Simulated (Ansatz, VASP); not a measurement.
**PbS in VASP and in Ansatz**

```
Pb S
1.0
     0.00000    2.96575    2.96575
     2.96575    0.00000    2.96575
     2.96575    2.96575    0.00000
Pb S
1 1
Direct
  0.00000 0.00000 0.00000
  0.50000 0.50000 0.50000
```

Alike in both runs: task single point; functional PBE; k mesh 10 × 10 × 10; occupations gaussian, width 0.05 eV; no spin polarisation.

```csv
,VASP,Ansatz
version,VASP 6.6.1,Ansatz 0.2.0
potentials or method,"VASP PAW PBE potentials, release 64 (Pb_d, S)","scalar-relativistic, plane waves, PAW"
plane-wave cutoff (eV),520,420
valence electrons in the cell,20,20
```

```csv
,VASP,Ansatz,Ansatz less VASP
gap on the k mesh at the Fermi level (eV),0.36,0.36,-0.007
pressure (GPa),2.2,2.2,+0.07
```

The functional is the same, so the differences come from potentials, cutoffs and numerics.

Caveats: spin-orbit coupling is left out, which as a rule narrows the gap of such compounds by several tenths of an eV.
